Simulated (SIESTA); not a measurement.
A run of SIESTA 5.4.2:

File InAs.fdf:

```
SystemName                      InAs
SystemLabel                     InAs
NumberOfSpecies                 2
NumberOfAtoms                   2
%block ChemicalSpeciesLabel
  1  49 In
  2  33 As
%endblock ChemicalSpeciesLabel

LatticeConstant                 1.0 Ang
%block LatticeVectors
     0.0000000000     3.0180000000     3.0180000000
     3.0180000000     0.0000000000     3.0180000000
     3.0180000000     3.0180000000     0.0000000000
%endblock LatticeVectors
AtomicCoordinatesFormat         Ang
%block AtomicCoordinatesAndAtomicSpecies
     0.0000000000     0.0000000000     0.0000000000  1
     4.5270000000     4.5270000000     4.5270000000  2
%endblock AtomicCoordinatesAndAtomicSpecies

%block kgrid.MonkhorstPack
    8   0   0  0.0
    0   8   0  0.0
    0   0   8  0.0
%endblock kgrid.MonkhorstPack
XC.Functional                   GGA
XC.Authors                      PBE
PAO.BasisSize                   DZP
PAO.EnergyShift                 0.003 Ry
Mesh.Cutoff                     500 Ry
OccupationFunction              FD
ElectronicTemperature           0.05 eV
MaxSCFIterations                120
SCF.MustConverge                false
SCF.Mixer.Method                Pulay
SCF.Mixer.Weight                0.25
SCF.Mixer.History               8
SCF.DM.Tolerance                5.0e-05
SCF.H.Tolerance                 1.0e-03 eV
WriteForces                     true
Charge.Mulliken                 end
%block PAO.Basis
  In 4
  n=5 0 2
    6.996 0.000
  n=5 1 2
    9.500 0.000
  n=4 2 2
    4.106 0.000
  n=5 2 1
    9.500
  As 4
  n=4 0 2
    5.512 0.000
  n=4 1 2
    7.356 0.000
  n=3 2 2
    2.896 0.000
  n=4 2 1
    7.356
%endblock PAO.Basis
```

Potentials or basis: SPMS 1.0 (PBE files) or PseudoDojo by element, DZP (energy shift 0.003 Ry; two zetas on semicore shells).

The run is started by

```console
$ siesta InAs.fdf > InAs.out 2>&1
```

Hardware: 1 thread of Arm Neoverse V2 (shared host).

Q: How long does it take, and how much memory?

A: It took 35 s on 1 thread of Arm Neoverse V2, on a shared host, peak memory 0.25 GiB. Counts: scf iterations 8, k points 296, bands 46.
